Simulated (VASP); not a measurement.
A run of VASP 6.6.1 is set up as follows.

POSCAR

```
CoO
1.0
    0.0000000000      2.1315000000      2.1315000000
    2.1315000000      0.0000000000      2.1315000000
    2.1315000000      2.1315000000      0.0000000000
Co O
1 1
Direct
    0.0000000000      0.0000000000      0.0000000000
    0.5000000000      0.5000000000      0.5000000000
```

INCAR.step1

```
ALGO = Normal
EDIFF = 1E-8
EDIFFG = -0.002
ENCUT = 600
GGA = PS
IBRION = 2
ISIF = 3
ISMEAR = 0
ISPIN = 2
LASPH = True
LCHARG = False
LMAXMIX = 4
LORBIT = 11
LREAL = False
LWAVE = False
MAGMOM = 2 0
NELM = 150
NSW = 40
PREC = Accurate
SIGMA = 0.02
```

File INCAR.step2:

```
ALGO = Normal
EDIFF = 1E-8
ENCUT = 600
GGA = PS
IBRION = 8
ISIF = 2
ISMEAR = 0
ISPIN = 2
LASPH = True
LCHARG = False
LMAXMIX = 4
LORBIT = 11
LREAL = False
LWAVE = False
MAGMOM = 2 0
NELM = 150
NSW = 1
PREC = Accurate
SIGMA = 0.02
```

The input KPOINTS:

```
k-points
0
Gamma
  8 8 8
```

Potentials or basis: VASP PAW PBE potentials, release 64 (Co, O).

The run is started by

```console
$ cat potpaw_PBE.64/Co/POTCAR potpaw_PBE.64/O/POTCAR > POTCAR
$ cp INCAR.step1 INCAR
$ mpirun -np 1 vasp_std > vasp.out
$ cp CONTCAR POSCAR
$ cp INCAR.step2 INCAR
$ mpirun -np 1 vasp_std > vasp.out
```

What does it give for the highest phonon frequency at Γ, LO-TO splitting left out?

66 cm⁻¹.

What does it give for the relaxed cell?

a = 2.947 Å, b = 2.947 Å, c = 2.947 Å, α = 60.00°, β = 60.00°, γ = 60.00°.

What does it give for the site moments?

Co +2.48; O +0.29 μB.

Estimate the space group after relaxing (to 0.05 Å).

Fm-3m (No. 225).

Final structure:
```
CELL_PARAMETERS angstrom
0.00000 2.08417 2.08417
2.08417 0.00000 2.08417
2.08417 2.08417 0.00000
ATOMIC_POSITIONS crystal
Co 0.00000 0.00000 0.00000
O 0.50000 0.50000 0.50000
```

Caveat: a cell with one magnetic atom can't hold antiferromagnetic order, which such compounds often take.
